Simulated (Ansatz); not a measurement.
# C, space group Fmmm: a convergence test of the plane-wave cutoff

Computed with Ansatz 0.2.0 through its Python package.

The cells in order, each with its output:

In [1]:
```python
import warnings

import ansatz as az
import pandas as pd
```

In [2]:
```python
warnings.simplefilter("ignore", az.DeckWarning)
```

In [3]:
```python
material = (
    az.Lattice.of((0.0, 2.127, 3.348), (1.228, 0.0, 3.348), (1.228, 2.127, 0.0))
    .atom("C", (1 / 6, 5 / 6, 1 / 6))
    .atom("C", (5 / 6, 1 / 6, 5 / 6))
)
```

In [4]:
```python
material.resolved().sites[-1]
```
Out [4]:
```text
Site(symbol='C', position=(0.8333333333333334, 0.16666666666666666, 0.8333333333333334), moment=None, axis=None, held=None, saved=None)
```

In [5]:
```python
calculation = (
    material.calculation()
    .functional("PBEsol")
    .occupations("fermi_dirac")
    .kpoints(length=32)
)
```

In [6]:
```python
rows = []
for value in [250, 300, 350, 400, 450, 500]:
    summary = calculation.basis(value).run(threads=1).report
    rows.append((value, summary["free_energy_ev"] / len(summary["lattice"]["sites"]), summary["n_iterations"], summary["n_pw"]))

table = pd.DataFrame(rows, columns=["cutoff (eV)", "F/atom (eV)", "iterations", "plane waves"])
table.round(5)
```
Out [6]:
```text
   cutoff (eV)  F/atom (eV)  iterations  plane waves
0          250   -246.16434           6          155
1          300   -246.56251           6          201
2          350   -246.66074           6          263
3          400   -246.68388           6          317
4          450   -246.68886           6          381
5          500   -246.68959           6          439
```

In [7]:
```python
for row in rows[:-1]:
    shift = 1000 * (row[1] - rows[-1][1])
    print(f"{row[0]}: {shift:+.2f} meV/atom" + ("  (within 5 meV)" if abs(shift) < 5 else ""))
```
```text
250: +525.25 meV/atom
300: +127.07 meV/atom
350: +28.85 meV/atom
400: +5.71 meV/atom
450: +0.72 meV/atom  (within 5 meV)
```

From 450 eV on it stays within 5 meV an atom of the value at 500 eV; the first row (250 eV) is off by 525.2 meV and the last but one by 0.72 meV. The energy falls steadily, as expected when plane waves are added. The last run costs about 1.9 times the first.

Reading the output:
- This isn't the structure that C takes at ambient conditions.
- Shifts are counted from the last row, which is itself no proven limit.
- The script silences the warnings on its input, which a real study should read.
- Hardware and time: 30 s on 1 thread of Arm Neoverse V1, with other jobs on the host, peak memory 0.48 GiB.
